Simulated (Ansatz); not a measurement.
## Which way does KBr + AgCl ⇌ KCl + AgBr run?

Plane-wave DFT in Ansatz with scalar-relativistic PAW potentials, cutoff 420 eV, Γ-centred meshes chosen by cell and gap, Gaussian smearing with energies taken to zero width. Every cell was relaxed (cell and atoms) in a run of its own, within the symmetry of its start. Functional: PBEsol.

Total energies hold large constants for each element; a whole number of eV per atom of each element is taken off below, which cancels in a balanced reaction.

```csv
compound,lowest structure computed,structures tried,V (Å³/atom),gap on mesh (eV),"E (eV per formula unit, common shift removed)"
KBr,Fm-3m,2,35.12,4.34,-3.9842
AgCl,Fm-3m,2,20.22,0.72,-0.8051
KCl,Fm-3m,2,30.41,5.10,-3.7412
AgBr,Fm-3m,2,22.83,0.50,-1.2513
```

Task: Work out the reaction energy at 0 K.

Result: ΔE = E(KCl) + E(AgBr) − E(KBr) − E(AgCl) = -0.203 eV, or -20 kJ per mole of reaction (-51 meV/atom). The right side is lower: K takes Cl and Ag takes Br. Pauling's electronegativities (K 0.82, Ag 1.93; Br 2.96, Cl 3.16) would pair K with Cl, the most ionic bond; the result follows that. All four are computed as solids; where they are solids at ordinary conditions entropy changes little. A lower structure that wasn't tried would shift the value, and mixed crystals may lie lower than either side.